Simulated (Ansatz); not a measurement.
Molecular dynamics on a 2×2×1 supercell (16 atoms) of PtTe (P6_3/mmc), relaxed with r2SCAN. Forces come from r2SCAN in Ansatz: Langevin thermostat and barostat (NPT), 1700 K, steps of 1 fs. Computed, non-magnetic; the trajectory is short and the cell small, so nothing here is a converged average.

```yaml
crystal:
  lattice:
    - [8.4971261156, 1.0e-10, 0.0]
    - [-4.2485630578, 7.3587270752, 0.0]
    - [0.0, 0.0, 5.5969617092]
  atoms:
    - { symbol: Te, position: [0.1666666667, 0.3333333333, 0.25] }
    - { symbol: Te, position: [0.3333333333, 0.1666666667, 0.75] }
    - { symbol: Pt, position: [0.0, 0.0, 0.0] }
    - { symbol: Pt, position: [0.0, 0.0, 0.5] }
    - { symbol: Te, position: [0.1666666667, 0.8333333333, 0.25] }
    - { symbol: Te, position: [0.3333333333, 0.6666666667, 0.75] }
    - { symbol: Pt, position: [0.0, 0.5, 0.0] }
    - { symbol: Pt, position: [0.0, 0.5, 0.5] }
    - { symbol: Te, position: [0.6666666667, 0.3333333333, 0.25] }
    - { symbol: Te, position: [0.8333333333, 0.1666666667, 0.75] }
    - { symbol: Pt, position: [0.5, 0.0, 0.0] }
    - { symbol: Pt, position: [0.5, 0.0, 0.5] }
    - { symbol: Te, position: [0.6666666667, 0.8333333333, 0.25] }
    - { symbol: Te, position: [0.8333333333, 0.6666666667, 0.75] }
    - { symbol: Pt, position: [0.5, 0.5, 0.0] }
    - { symbol: Pt, position: [0.5, 0.5, 0.5] }
kpoints:
  mp_grid: { grid: [3, 3, 2] }
hamiltonian:
  xc: r2scan
scf:
  occupations: { method: fermi_dirac, width: 0.146 }
md:
  ensemble: npt_langevin
  temperature: 1700
  timestep: 1.0
  n_steps: 30
  initial_velocities: maxwell_boltzmann
  seed: 8981
```

Run as `ansatz run input.yaml --threads 4 --pin off --max-ram 3686MiB --backend cpu --events-out ev --progress --plain --runs-dir out`. It ended after 7.6 min on 4 threads of Arm Neoverse V2 (shared host), load about 0.5 per core; peak host memory 2.8 GiB.

```tsv
step	t (fs)	T (K)	free energy F from step 0 (meV/atom)	kinetic energy (meV/atom)	pressure (GPa)	volume (Å³/atom)	largest force (eV/Å)
0	0	1594	0.0	206.0	1.07	21.87	0.00
1	1	1664	0.1	215.0	1.12	21.87	0.06
2	2	1586	0.3	205.0	1.09	21.87	0.12
3	3	1516	0.7	196.0	1.07	21.87	0.18
4	4	1500	1.2	193.9	1.08	21.87	0.25
5	5	1571	1.8	203.1	1.14	21.87	0.31
6	6	1566	2.7	202.4	1.15	21.87	0.37
7	7	1534	3.6	198.2	1.15	21.87	0.43
8	8	1539	4.6	198.9	1.17	21.88	0.49
9	9	1436	5.8	185.6	1.12	21.88	0.54
10	10	1533	7.1	198.2	1.19	21.89	0.60
11	11	1545	8.6	199.7	1.19	21.90	0.66
12	12	1625	10.3	210.0	1.23	21.91	0.73
13	13	1637	12.1	211.6	1.20	21.93	0.79
14	14	1571	13.9	203.0	1.09	21.95	0.85
15	15	1600	15.9	206.8	1.02	21.98	0.91
```

The temperature starts at 1594 K, is lowest at step 9 (1436 K, 9 fs) and ends at 1600 K. The job's limit cut the run after 15 of 30 steps.

Positions (Å) and forces (eV/Å) at step 15:
```
cell (Å): 8.511 0.000 0.000; -4.255 7.371 0.000; 0.000 0.000 5.606
Te  -0.026   2.509   1.332    -0.009  -0.282   0.173
Te   2.116   1.311   4.266     0.089  -0.864  -0.258
Pt   0.030  -0.001   0.008    -0.121  -0.015  -0.150
Pt  -0.003   0.062   2.792     0.107  -0.106   0.129
Te  -2.162   6.031   1.432     0.023   0.895  -0.065
Te   0.023   4.862   4.145    -0.047   0.331   0.113
Pt  -2.164   3.693  -0.052     0.126  -0.249   0.273
Pt  -2.164   3.705   2.780     0.071  -0.293  -0.035
Te   4.204   2.480   1.412     0.448  -0.636   0.209
Te   6.406   1.260   4.189    -0.207  -0.313  -0.112
Pt   4.252  -0.037   0.019    -0.059   0.070  -0.288
Pt   4.269  -0.077   2.792    -0.150   0.241   0.247
Te   2.113   6.154   1.397     0.224   0.109  -0.029
Te   4.225   4.814   4.269     0.066   0.838  -0.101
Pt   2.143   3.660   0.065    -0.209   0.258  -0.359
Pt   2.197   3.701   2.814    -0.353   0.016   0.252
```
